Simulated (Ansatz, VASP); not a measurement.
# Two plane-wave programs on Te

File INCAR:

```
SYSTEM = Te
PREC = Accurate
ENCUT = 520
EDIFF = 1E-7
ISMEAR = -1
SIGMA = 0.05
LREAL = .FALSE.
LASPH = .TRUE.
NELM = 80
ALGO = Normal
ISIF = 2
LWAVE = .FALSE.
LCHARG = .FALSE.
GGA = PE
NBANDS = 9
```

The input KPOINTS:

```
Automatic mesh
0
G
  9 9 9
  0 0 0
```

POSCAR

```
Te
1.0
    2.3211756774      1.3401314022      1.7021523992
   -2.3211756774      1.3401314022      1.7021523992
    0.0000000000     -2.6802628044      1.7021523992
Te
1
Direct
    0.5000000000      0.5000000000      0.5000000000
```

input.yaml

```yaml
crystal:
  lattice:
    - [2.3211756774, 1.3401314022, 1.7021523992]
    - [-2.3211756774, 1.3401314022, 1.7021523992]
    - [0.0, -2.6802628044, 1.7021523992]
  atoms:
    - { symbol: Te, position: [0.5, 0.5, 0.5] }
hamiltonian:
  xc: pbe
  pseudopotentials: { kind: paw }
kpoints:
  mp_grid: { grid: [9, 9, 9] }
scf:
  occupations: { method: fermi_dirac, width: 0.05 }
output:
  forces: true
  stress: true
  eigenvalues: true
```

Change from the starting cell: volume scaled by 1.02.

Alike in both runs: task single point; functional PBE; k mesh 9 × 9 × 9; occupations fermi-dirac, width 0.05 eV; no spin polarisation.

|  | VASP | Ansatz |
| --- | --- | --- |
| version | VASP 6.6.1 | Ansatz 0.2.0 |
| potentials or method | VASP PAW PBE potentials, release 64 (Te) | Ansatz PAW |
| plane-wave cutoff (eV) | 520 | 420 |
| valence electrons in the cell | 6 | 16 |

```tsv
	VASP	Ansatz	Ansatz less VASP
gap on the k mesh at the Fermi level (eV)	none	none	-
pressure (GPa)	1.4	1.5	+0.04
largest component of the traceless stress (GPa)	0.23	0.24	+0.006
```

A gap of «none» marks a metal or a gap that the smearing closes. The two sets of potentials don't hold the same shells in valence.

Spin-orbit coupling is left out, which matters for the levels of Te.
